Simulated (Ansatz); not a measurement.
**Ti: do energies and stresses tell the same story?**

Level of theory: DFT r2SCAN, scalar-relativistic, plane waves, PAW in Ansatz 0.2.0.

Cutoff 500 eV; k points 18×18×18 on the computed 1-atom cell (Γ-centred); Gaussian smearing, width 0.10 eV; no spin polarisation.

Relaxed cell: Im-3m, a = 3.252 Å, b = 3.252 Å, c = 3.252 Å, α = 90.00°, β = 90.00°, γ = 90.00°, 1 atom in the primitive cell. This bcc form isn't the element's structure at ambient conditions.

Energies at zero smearing and pressures from the stress tensor, at volumes with shape and atoms relaxed:
```tsv
V (Å³/atom)	E − E(first) (meV/atom)	P (GPa)
16.161	0.00	7.66
16.677	-17.81	3.57
17.192	-23.16	-0.01
17.708	-17.63	-3.15
18.224	-2.62	-5.88
```

Q: Check P = −dE/dV between neighbouring volumes, and get the bulk modulus from the pressures alone.

A: With 1 eV/Å³ = 160.2 GPa:
```tsv
middle V (Å³/atom)	−ΔE/ΔV (GPa)	mean P (GPa)
16.419	5.532	5.612
16.935	1.662	1.777
17.450	-1.718	-1.580
17.966	-4.661	-4.514
```

The two differ by 0.15 GPa at most. The mean of two end pressures misses the average over a step by about ΔV² P″/12, up to 0.04 GPa here; with that taken off 0.12 GPa remains. The stress is the derivative of the free energy, not of the energy at zero smearing, and with free energies 0.00 GPa remains. Around V = 17.192 Å³/atom, the two neighbours give B = −V ΔP/ΔV = 17.192 × 6.71 / 1.032 = 111.9 GPa, against B0 = 112.7 GPa from the Birch–Murnaghan fit of the energies.